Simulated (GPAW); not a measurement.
# Co (P6_3/mmc) in GPAW: notebook, part 3 of 3

GPAW 26.7.0. The steps go on from the part before.

### 6 Band structure, PBEsol+U, collinear spin, ferromagnetic start

run.py

```python
from ase import Atoms
from ase.dft.bandgap import bandgap
from ase.io import write
from ase.units import GPa
from gpaw import GPAW, PW, setup_paths

setup_paths.insert(0, '.')

atoms = Atoms(['Co', 'Co'],
              cell=[[2.4719999032, 0.0, 0.0],
                    [-1.2359999516, 2.1408147143, 0.0],
                    [0.0, 0.0, 4.02114408]],
              scaled_positions=[[0.6666666667, 0.3333333333, 0.75],
                                [0.3333333333, 0.6666666667, 0.25]],
              pbc=True)
atoms.set_initial_magnetic_moments([2.0, 2.0])

calc = GPAW(mode=PW(600),
            xc='PBEsol',
            kpts={'size': (10, 10, 6), 'gamma': True},
            occupations={'name': 'fermi-dirac', 'width': 0.05},
            setups={'Co': ':d,8.0'},
            nbands=21,
            convergence={'density': 1e-05, 'energy': 1e-05},
            maxiter=150,
            txt='gpaw.txt')
atoms.calc = calc
energy = atoms.get_potential_energy()
forces = atoms.get_forces()
stress = atoms.get_stress()
calc.write('gs.gpw')
write('result.traj', atoms)
print(f'Energy: {energy:.6f} eV')
print('Forces (eV/A):')
print(forces.round(4))
print('Stress (GPa):', (stress / GPa).round(3))
print('Moments:', calc.get_magnetic_moments().round(3))
print('Fermi level:', round(calc.get_fermi_level(), 4), 'eV')
print(f'Gap: {bandgap(calc)[0]:.4f} eV, direct: {bandgap(calc, direct=True)[0]:.4f} eV')

path = atoms.cell.bandpath('GMKGALHA,LM,KH', npoints=60, eps=1e-4)
bs_calc = calc.fixed_density(kpts=path, symmetry='off', nbands=31,
                             convergence={'bands': 'CBM+6.0', 'eigenstates': 1e-6}, txt='bands.txt')
bs = bs_calc.band_structure()
bs.write('bs.json')
print(f'Gap on the path: {bandgap(bs_calc)[0]:.4f} eV')
```

Potentials or basis: PAW data sets generated in the run's folder for this functional, pw.

On the command line:

```sh
$ gpaw-setup -f PBEsol Co
$ OMP_NUM_THREADS=1 python run.py
```

gpaw.txt:

```text
__  _  _
 | _ |_)|_||  |
 |__||  | ||/\| - 26.7.0

Input parameters:
  mode=PW(ecut=600.0),
  convergence={'density': 1e-05, 'energy': 1e-05},
  kpts=MonkhorstPack(size=(10, 10, 6), gamma=True),
  maxiter=150,
  nbands=21,
  occupations=Occupations(name='fermi-dirac', width=0.05),
  setups={'Co': ':d,8.0'},
  xc=XC(name='PBEsol')

Diagonalizing LCAO Hamiltonian
Converting LCAO to pw mode

          Co

        Co

Atoms  # Å, Bohr magnetons
|   | symbol |         x |        y |        z |    initial magnetic moments |
|---|--------|-----------|----------|----------|-----------------------------|
| 0 |     Co |  1.236000 | 0.713605 | 3.015858 | ( 0.0000,  0.0000,  2.0000) |
| 1 |     Co | -0.000000 | 1.427210 | 1.005286 | ( 0.0000,  0.0000,  2.0000) |

Unit cell  # Å
| periodic |         x |        y |        z |  lengths |     angles |
|----------|-----------|----------|----------|----------|------------|
|      yes |  2.472000 | 0.000000 | 0.000000 | 2.472000 |  90.000000 |
|      yes | -1.236000 | 2.140815 | 0.000000 | 2.472000 |  90.000000 |
|      yes |  0.000000 | 0.000000 | 4.021144 | 4.021144 | 120.000000 |

Number of symmetries: 12
Symmetry operations  # r_c * U_cc + t_c -> r_c
|    | kind |            matrix            |
|----|------|------------------------------|
|  0 |  σ   |  1, 1, 0,  0,-1, 0,  0, 0, 1 |
|  1 |  S6  |  1, 1, 0, -1, 0, 0,  0, 0,-1 |
|  2 |  E   |  1, 0, 0,  0, 1, 0,  0, 0, 1 |
|  3 |  C2  |  1, 0, 0, -1,-1, 0,  0, 0,-1 |
|  4 |  C2  |  0, 1, 0,  1, 0, 0,  0, 0,-1 |
|  5 |  C3  |  0, 1, 0, -1,-1, 0,  0, 0, 1 |
|  6 |  S6  |  0,-1, 0,  1, 1, 0,  0, 0,-1 |
|  7 |  σ   |  0,-1, 0, -1, 0, 0,  0, 0, 1 |
|  8 |  σ   | -1, 0, 0,  1, 1, 0,  0, 0, 1 |
|  9 |  i   | -1, 0, 0,  0,-1, 0,  0, 0,-1 |
| 10 |  C3  | -1,-1, 0,  1, 0, 0,  0, 0, 1 |
| 11 |  C2  | -1,-1, 0,  0, 1, 0,  0, 0,-1 |

BZ-sampling:
  Number of BZ points: 600
  Number of IBZ points: 72

  Monkhorst-Pack size: [10, 10, 6]
  Monkhorst-Pack shift: [0.05, 0.05, 0.08333333333333333]

K-points  # in reciprocal-cell coordinates
|     |                                coordinates |     weight |
|-----|--------------------------------------------|------------|
|   0 | (  0.00000000,   0.00000000,   0.00000000) | 0.00166667 |
|   1 | (  0.00000000,   0.00000000,   0.16666667) | 0.00333333 |
|   2 | (  0.00000000,   0.00000000,   0.33333333) | 0.00333333 |
|   3 | (  0.00000000,   0.00000000,   0.50000000) | 0.00166667 |
|   4 | (  0.10000000,   0.00000000,  -0.33333333) | 0.01000000 |
|   5 | (  0.10000000,   0.00000000,  -0.16666667) | 0.01000000 |
|   6 | (  0.10000000,   0.00000000,   0.00000000) | 0.01000000 |
|   7 | (  0.10000000,   0.00000000,   0.16666667) | 0.01000000 |
|   8 | (  0.10000000,   0.00000000,   0.33333333) | 0.01000000 |
|   9 | (  0.10000000,   0.00000000,   0.50000000) | 0.01000000 |
| ... |                                            |            |
|  71 | (  0.50000000,   0.50000000,   0.50000000) | 0.00500000 |

Plane wave coefficients: 726
Cutoff: 600.0 eV

Spin-components: 2 (collinear spins)
Bands:           21
Projectors:      12
Spin-degeneracy: 1
Datatype:        complex128

Parallelization:
  kpt:    1
  domain: 1
  band:   1

Density:
  Valence electrons: 18.0
  Components: 2
  Grid points: [14 14 24]
  Charge: 0.0  # |e|

Potential:
  Grid points: [14 14 24]

species:
  Co:
    name:    Cobalt
    Z:       27.0
    valence: 9
    core:    18
    charge:  0.0  # [|e|]
    Hubbard: {U: 8.0,  # eV
              l: 2,
              scale: True}
    compensation charges:
      type: gauss
      rc: 0.32  # [Å]
      lmax: 2
    cutoffs:
      filter: 1.87  # [Å]
      core: 2.55  # [Å]
    projectors
    | kind |    occ | energy [eV] | rcut [Å] |
    |------|--------|-------------|----------|
    |   4s |  2.000 |      -5.488 |    1.005 |
    |   4p |  0.000 |      -1.248 |    1.058 |
    |   3d |  7.000 |      -8.230 |    1.005 |
    |    s |        |      21.723 |    1.005 |
    |    p |        |      25.963 |    1.058 |
    |    d |        |      18.981 |    1.005 |

    Using partial waves for Co as LCAO basis

Reference energy: -75737.720984  # eV

eigensolver:
  PPCG
  Converge bands: occupied
  niter=2

density mixing:
  MSR1-Mixer
  Pratt-step length: 0.05
  Maximum mixing coefficient: 0.75
  Old densities: 10
  SVD Regularization: 0.005
  Good broyden scale: 1.0
  Trust region scale: 1.0
  Backstep threshold: 4.0
  History deletion threshold: 6.0
  Fourier metric: weight=20.0, sigma=0.015

occupation numbers:
  Fermi-Dirac:
    width: 0.0500  # eV

poisson solver:
  ecut: 4800.0  # eV

xc functional:
  name: PBEsol with 2 nearest neighbor stencil

convergence criteria:
- Maximum integral of absolute [dens]ity change: 1e-05 electrons / valence electron
- Maximum [total energy] change in last 3 cyles: 1e-05 eV / valence electron
- Maximum integral of absolute [eigenst]ate change: 4e-08 eV^2 / valence electron
maximum number of iterations: 150

SCF iterations
|iter     | |      energy | eigst |  dens |  magmom |
|---------|-|-------------|-------|-------|---------|
|iter:   1| |   -5.898418 | +0.16 |       |  +4.0059|
|iter:   2| |   -5.962891 | -2.14 | -0.99 |  +4.0131|
|iter:   3| |   -6.703097 | -1.81 | -1.01 |  +4.2194|
|iter:   4| |   -6.898958 | -2.41 | -1.37 |  +4.2742|
|iter:   5| |   -6.914319 | -3.52 | -1.73 |  +4.2760|
|iter:   6| |   -7.078084 | -3.77 | -1.98 |  +4.2731|
|iter:   7| |   -7.212238 | -4.11 | -1.84 |  +4.2748|
|iter:   8| |   -7.193874 | -4.41 | -1.73 |  +4.2571|
|iter:   9| |   -7.071841 | -4.06 | -1.72 |  +4.2873|
|iter:  10| |   -7.199737 | -3.76 | -1.86 |  +4.2984|
|iter:  11| |   -6.914724 | -2.63 | -1.76 |  +4.2369|
[... 11 lines left out ...]
|iter:  23| |   -6.934589 | -2.99 | -2.20 |  +4.2936|
|iter:  24| |   -6.954085 | -3.00 | -2.38 |  +4.2991|
|iter:  25| |   -6.956935 | -3.80 | -2.48 |  +4.2953|
|iter:  26| |   -6.934088 | -3.75 | -2.45 |  +4.2923|
|iter:  27| |   -6.954299 | -3.68 | -2.43 |  +4.3021|
|iter:  28| |   -6.944166 | -4.23 | -2.53 |  +4.3015|
|iter:  29| |   -6.946451 | -4.16 | -2.63 |  +4.3030|
|iter:  30| |   -6.946401 | -4.14 | -2.96 |  +4.3048|
|iter:  31| |   -6.946076 | -5.08 | -3.08 |  +4.3005|
|iter:  32| |   -6.946227 | -4.75 | -3.05 |  +4.2989|
|iter:  33| |   -6.946212c| -5.43 | -3.52 |  +4.2952|
|iter:  34| |   -6.946237c| -5.72 | -3.74 |  +4.2938|
|iter:  35| |   -6.946236c| -7.08 | -3.81 |  +4.2948|
|iter:  36| |   -6.946243c| -6.92 | -4.32 |  +4.2948|
|iter:  37| |   -6.946243c| -7.60c| -5.19c|  +4.2948|

Converged in 37 steps
Energy contributions relative to reference atoms: (reference = -75737.720984)

Energy contributions:
  Kinetic:          64.107511
  Coulomb:         -51.942339
  Zero:             -0.329990
  External:          0.000000
  Xc:              -18.773343
  Entropy:          -0.016164
  Spinorbit:         0.000000
  ----------------------------
  Free energy:      -6.954325
  Extrapolated:     -6.946243

dipole moment: (-0.000001, -0.000002, -0.000003)  # |e|*Ang

Total magnetic moment: (0.000000, 0.000000, 4.294765)

Local magnetic moments
|        x |        y |        z |
|----------|----------|----------|
| 0.000000 | 0.000000 | 2.353473 |  # Co   0
| 0.000000 | 0.000000 | 2.353473 |  # Co   1

Fermi level: 11.832
Eigenvalues  # (at kpt = [0.000, 0.000, 0.000])
| band index |      eig [eV] | occ [0-1] |      eig [eV] | occ [0-1] |
|------------|---------------|-----------|---------------|-----------|
|          0 |         1.678 |     1.000 |         1.517 |     1.000 |
|          1 |         3.388 |     1.000 |         5.251 |     1.000 |
|          2 |         3.688 |     1.000 |         8.126 |     1.000 |
|          3 |         3.688 |     1.000 |        10.462 |     1.000 |
|          4 |         3.932 |     1.000 |        11.849 |     0.414 |
|          5 |         3.932 |     1.000 |        11.849 |     0.414 |
[... 8 lines left out ...]
|         14 |        35.415 |     0.000 |        35.788 |     0.000 |
|         15 |        35.415 |     0.000 |        36.102 |     0.000 |
|        ... |               |           |               |           |
|         20 |        40.551 |     0.000 |        41.149 |     0.000 |

No gap
No difference between direct/indirect transitions

Forces  # eV/Ang
|        x |       y |        z |
|----------|---------|----------|
|  0.00000 | 0.00000 |  0.00011 |  # Co   0
| -0.00000 | 0.00000 | -0.00011 |  # Co   1

Stress tensor  # eV/Ang^3
|         x |         y |         z |
|-----------|-----------|-----------|
| -0.210434 |  0.000000 |  0.000000 |
|  0.000000 | -0.210434 | -0.000000 |
|  0.000000 | -0.000000 | -0.050049 |

# Writing to gs.gpw (mode='')
```

Run time: 79 s. Hardware: 1 thread of Intel Xeon 6975P-C (Granite Rapids), shared host; peak memory 0.24 GiB.

Results:

| Quantity | Value |
| --- | --- |
| Free energy | -6.9543 eV |
| Pressure | 25.1 GPa |
| Band gap along the path | none (metal or under the smearing width) |
| Net moment | 4.29 μB per cell |
| Site moments | Co +2.35 μB |

Levels at the corners of the path, in eV from the Fermi level:
Spin up:
```csv
point,band 8,band 9,band 10,band 11,band 12,band 13,band 14
Γ,-6.55,-6.54,-5.54,-5.54,-0.97,4.11,21.17
M,-6.06,-5.76,-5.35,-1.01,1.15,8.57,8.72
K,-5.56,-5.38,-5.38,2.22,3.53,3.53,10.50
Γ,-6.55,-6.54,-5.54,-5.54,-0.97,4.11,21.17
A,-6.13,-5.94,-5.94,-5.94,-5.94,13.37,13.37
L,-6.26,-5.06,-5.06,0.16,0.16,5.18,5.18
H,-6.96,-4.91,-4.91,3.93,3.93,5.10,5.10
A,-6.13,-5.94,-5.94,-5.94,-5.94,13.37,13.37
L,-6.26,-5.06,-5.06,0.16,0.16,5.18,5.18
M,-6.06,-5.76,-5.35,-1.01,1.15,8.57,8.72
K,-5.56,-5.38,-5.38,2.22,3.53,3.53,10.50
H,-6.96,-4.91,-4.91,3.93,3.93,5.10,5.10
```
Spin down:
```tsv
point	band 4	band 5	band 6	band 7	band 8	band 9
Γ	-1.37	0.02	0.02	0.48	0.48	0.94
M	-3.25	-2.06	-1.20	-1.08	1.66	1.79
K	-2.71	-1.51	-1.51	0.24	0.24	0.92
Γ	-1.37	0.02	0.02	0.48	0.48	0.94
A	-4.06	-0.02	-0.02	-0.02	-0.02	1.46
L	-3.20	-1.16	-1.16	0.10	0.10	1.60
H	-2.85	-1.39	-1.39	-0.30	-0.30	0.68
A	-4.06	-0.02	-0.02	-0.02	-0.02	1.46
L	-3.20	-1.16	-1.16	0.10	0.10	1.60
M	-3.25	-2.06	-1.20	-1.08	1.66	1.79
K	-2.71	-1.51	-1.51	0.24	0.24	0.92
H	-2.85	-1.39	-1.39	-0.30	-0.30	0.68
```

Caveat: the U is typed as a test and isn't derived for this compound.

### 7 Summary

| U | pressure (GPa) | moment (μB) |
| --- | --- | --- |
| Co d U = 2 eV | -2.2 | 3.50 |
| Co d U = 3 eV | -0.5 | 3.60 |
| Co d U = 4 eV | 10.1 | 3.98 |
| Co d U = 6 eV | 9.0 | 4.12 |
| Co d U = 8 eV | 25.1 | 4.29 |

Alike in all rows: task band structure; level PBEsol+U; potentials or basis PAW data sets generated in the run's folder for this functional, pw; spin collinear, ferromagnetic start; cell as given; k mesh 10 × 10 × 6; cutoff (eV) 600; smearing fermi-dirac 0.05 eV.

Caveats: the U is typed as a test and isn't derived for this compound.

Absolute energies hang on the potentials; compare differences alone.
